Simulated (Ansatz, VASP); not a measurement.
InP: VASP beside Ansatz

```
In P
1.0
     0.00000    2.93050    2.93050
     2.93050    0.00000    2.93050
     2.93050    2.93050    0.00000
In P
1 1
Direct
  0.00000 0.00000 0.00000
  0.25000 0.25000 0.25000
```

Alike in both runs: functional PBE; k mesh 8 × 8 × 8; occupations fermi-dirac, width 0.02 eV; no spin polarisation.

Ansatz relaxed the structure, and its values are those at the end. VASP's run is a single point on that final structure, the one shown.

|  | VASP | Ansatz |
| --- | --- | --- |
| version | VASP 6.6.1 | Ansatz 0.2.0 |
| potentials or method | VASP PAW PBE potentials, release 64 (In_d, P) | plane-wave PAW, scalar-relativistic |
| plane-wave cutoff (eV) | 520 | 420 |
| valence electrons in the cell | 18 | 18 |

|  | VASP | Ansatz | Ansatz less VASP |
| --- | --- | --- | --- |
| pressure (GPa) | 3.2 | 3.3 | +0.09 |

Ansatz warned: «gradients_without_spin_orbit».
